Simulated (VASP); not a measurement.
# Rb: relaxation of the atoms with PBE+D3(BJ)

Rb:

```xyz
1
Lattice="-2.8164 2.8164 2.8164 2.8164 -2.8164 2.8164 2.8164 2.8164 -2.8164" Properties=species:S:1:pos:R:3 pbc="T T T"
Rb    0.0000    0.0000    0.0000
```

The cell isn't the ideal one: a relaxed cell with its volume scaled by 1.04.

| Quantity | Value |
| --- | --- |
| Program | VASP 6.6.1 |
| Task | relaxation of the atoms |
| Functional | PBE |
| Dispersion | D3(BJ) |
| Potentials or basis | VASP PAW PBE potentials, release 64 (Rb_sv) |
| Cutoff | 600 eV |
| k mesh | 10 × 10 × 10 |
| Occupations | methfessel-paxton, width 0.1 eV |
| Spin | no spin polarisation |
| Further INCAR settings | ALGO = Normal; EDIFF = 1e-07; IBRION = 2; EDIFFG = -0.01; NSW = 40 |

The pressure after relaxing is -0.1 GPa and the band gap on the k mesh is none (metal or under the smearing width). The dispersion energy per atom is -0.104 eV.

Final structure:
```
CELL_PARAMETERS angstrom
-2.81645 2.81645 2.81645
2.81645 -2.81645 2.81645
2.81645 2.81645 -2.81645
ATOMIC_POSITIONS crystal
Rb 0.00000 0.00000 0.00000
```

Levels at points of the mesh, in eV from the Fermi level:
| k point | band 2 | band 3 | band 4 | band 5 | band 6 | band 7 | band 8 |
| --- | --- | --- | --- | --- | --- | --- | --- |
| (0.00, 0.00, 0.00) | -12.94 | -12.94 | -12.94 | -2.00 | 3.69 | 3.69 | 3.69 |
| (0.50, 0.00, 0.00) | -13.04 | -12.97 | -12.94 | 0.23 | 0.79 | 2.58 | 4.28 |
| (0.50, 0.50, 0.50) | -13.01 | -13.01 | -13.01 | 1.24 | 1.24 | 3.29 | 3.29 |

Wall time 19 s on 1 thread of Intel(R) Xeon(R) Platinum 8488C (Sapphire Rapids), with other jobs on the host, peak memory 0.25 GiB.

Caveat: the relaxation stopped at its first step, so nothing moved; pairwise dispersion overbinds metals, which lowers pressure and volume.
